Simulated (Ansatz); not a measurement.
A Cd vacancy in wurtzite CdS, 95 atoms, charge −2

All numbers come from Ansatz (PAW, plane waves, no spin–orbit coupling) at the single k point (¼, ¼, ¼) without its symmetry partners. The atoms were relaxed with PBEsol in a fixed cell; other functionals are single points on those atoms unless said otherwise. The valence top and gap of the host come from its small cell on a dense mesh, with the band extrema sought between the mesh points, lined up by the mean potential, PBEsol gap 1.09 eV, r²SCAN gap 1.70 eV. The charge correction uses an assumed dielectric constant of 9.0.

Relaxed structure:

```cif
data_structure
_symmetry_space_group_name_H-M 'P 1'
_symmetry_Int_Tables_number 1
_cell_length_a 12.3705
_cell_length_b 14.2842
_cell_length_c 13.4213
_cell_angle_alpha 90.000
_cell_angle_beta 90.000
_cell_angle_gamma 90.000
_cell_volume 2371.58
loop_
_atom_site_label
_atom_site_type_symbol
_atom_site_fract_x
_atom_site_fract_y
_atom_site_fract_z
_atom_site_occupancy
Cd1 Cd 0.16821 0.08471 0.25149 1
Cd2 Cd 0.16796 0.08532 0.74970 1
Cd3 Cd 0.00026 0.33523 0.25162 1
Cd4 Cd 0.99998 0.33473 0.74872 1
Cd5 Cd 0.50006 0.08499 0.25220 1
Cd6 Cd 0.50017 0.08580 0.74760 1
Cd7 Cd 0.33547 0.33505 0.26000 1
Cd8 Cd 0.34173 0.33827 0.74596 1
Cd9 Cd 0.16794 0.58292 0.25221 1
Cd10 Cd 0.16855 0.58232 0.74710 1
Cd11 Cd 0.00032 0.83299 0.25133 1
Cd12 Cd 0.00003 0.83333 0.75020 1
Cd13 Cd 0.83230 0.08470 0.25112 1
Cd14 Cd 0.83220 0.08512 0.74977 1
Cd15 Cd 0.66493 0.33499 0.25995 1
Cd16 Cd 0.65838 0.33819 0.74554 1
Cd17 Cd 0.50009 0.58174 0.25979 1
Cd18 Cd 0.49997 0.57520 0.74549 1
Cd19 Cd 0.33392 0.83235 0.25133 1
Cd20 Cd 0.33404 0.83229 0.74953 1
Cd21 Cd 0.83236 0.58287 0.25196 1
Cd22 Cd 0.83154 0.58219 0.74722 1
Cd23 Cd 0.66618 0.83244 0.25127 1
Cd24 Cd 0.66612 0.83218 0.74947 1
Cd25 Cd 0.00018 0.16847 0.49833 1
Cd26 Cd 0.00001 0.16783 0.00070 1
Cd27 Cd 0.33396 0.17611 0.49701 1
Cd28 Cd 0.33407 0.16860 0.00047 1
Cd29 Cd 0.17532 0.41275 0.49670 1
Cd30 Cd 0.16791 0.41660 0.00048 1
Cd31 Cd 0.99974 0.66488 0.50001 1
Cd32 Cd 0.00012 0.66555 0.00038 1
Cd33 Cd 0.66643 0.17598 0.49669 1
Cd34 Cd 0.66609 0.16874 0.00048 1
Cd35 Cd 0.50023 0.41709 0.00069 1
Cd36 Cd 0.34186 0.66207 0.49687 1
Cd37 Cd 0.33435 0.66560 0.00040 1
Cd38 Cd 0.16767 0.91725 0.50058 1
Cd39 Cd 0.16712 0.91716 0.00076 1
Cd40 Cd 0.82525 0.41263 0.49650 1
Cd41 Cd 0.83201 0.41666 0.00050 1
Cd42 Cd 0.65810 0.66210 0.49683 1
Cd43 Cd 0.66575 0.66557 0.00046 1
Cd44 Cd 0.50001 0.91782 0.49942 1
Cd45 Cd 0.50013 0.91758 0.00031 1
Cd46 Cd 0.83258 0.91727 0.50035 1
Cd47 Cd 0.83308 0.91707 0.00086 1
S1 S 0.00030 0.16737 0.18926 1
S2 S 0.00007 0.16694 0.68802 1
S3 S 0.33384 0.16859 0.18859 1
S4 S 0.33309 0.16809 0.68741 1
S5 S 0.16817 0.41647 0.18850 1
S6 S 0.16743 0.41581 0.68746 1
S7 S 0.00013 0.66640 0.18871 1
S8 S 0.00008 0.66672 0.68908 1
S9 S 0.66651 0.16855 0.18860 1
S10 S 0.66728 0.16812 0.68736 1
S11 S 0.50026 0.41703 0.18710 1
S12 S 0.49995 0.41694 0.67369 1
S13 S 0.33466 0.66609 0.18852 1
S14 S 0.33464 0.66702 0.68747 1
S15 S 0.16699 0.91722 0.18930 1
S16 S 0.16692 0.91734 0.68941 1
S17 S 0.83228 0.41628 0.18860 1
S18 S 0.83271 0.41587 0.68731 1
S19 S 0.66562 0.66611 0.18855 1
S20 S 0.66561 0.66680 0.68752 1
S21 S 0.50015 0.91746 0.18892 1
S22 S 0.50015 0.91754 0.68860 1
S23 S 0.83324 0.91714 0.18944 1
S24 S 0.83331 0.91729 0.68924 1
S25 S 0.16786 0.08415 0.43959 1
S26 S 0.16684 0.08389 0.93883 1
S27 S 0.00038 0.33576 0.43962 1
S28 S 0.00000 0.33419 0.93813 1
S29 S 0.50005 0.08435 0.43976 1
S30 S 0.50010 0.08386 0.93745 1
S31 S 0.34623 0.34017 0.44299 1
S32 S 0.33362 0.33392 0.93629 1
S33 S 0.16746 0.58356 0.43979 1
S34 S 0.16699 0.58357 0.93712 1
S35 S 0.00008 0.83344 0.43958 1
S36 S 0.99994 0.83341 0.93914 1
S37 S 0.83237 0.08417 0.43941 1
S38 S 0.83327 0.08387 0.93889 1
S39 S 0.65443 0.34013 0.44303 1
S40 S 0.66658 0.33388 0.93600 1
S41 S 0.49985 0.57110 0.44293 1
S42 S 0.50009 0.58354 0.93592 1
S43 S 0.33329 0.83257 0.43935 1
S44 S 0.33340 0.83339 0.93878 1
S45 S 0.83247 0.58342 0.43953 1
S46 S 0.83319 0.58352 0.93733 1
S47 S 0.66675 0.83238 0.43950 1
S48 S 0.66666 0.83340 0.93859 1
```

Chemical potentials μ are those of reference phases of the elements at zero temperature by the same functional (the usual solids, diamond for C, grey Sn, and the molecules H2, N2, O2, F2, Cl2, Br2 and S8).

```csv
functional,E(defect) − E(host) − Σ nμ + q·E_VBM (eV),monopole (eV),alignment (eV),formation energy at E_F = VBM (eV),moment (μB),"wall time, shared host"
PBEsol,3.83,0.68,0.16,4.67,0.0,18 s on NVIDIA GB300 (relaxation)
```

(1) Estimate the formation energy and moment that r²SCAN gives on these atoms.

r²SCAN one-electron levels near the gap (the ten most localised at most), from the host's valence top, not corrected for the charge's images:

```csv
level (eV),spin,filling,atoms sharing it,element of the atom with most weight
-0.05,up,1.00,7.6,S
-0.05,down,1.00,7.6,S
0.03,up,1.00,9.7,S
0.03,down,1.00,9.7,S
0.09,up,1.00,8.8,S
0.09,down,1.00,8.8,S
```

All elements are taken at their own reference at once; growth conditions in equilibrium with the host shift these energies, by up to the host's formation enthalpy.

One k point and a cell of this size can leave errors of several tenths of an eV in such numbers.

## Answers

(1) 5.16 eV at E_F = VBM (4.30 eV before the monopole term 0.68 eV and the alignment 0.18 eV), moment 0.0 μB.
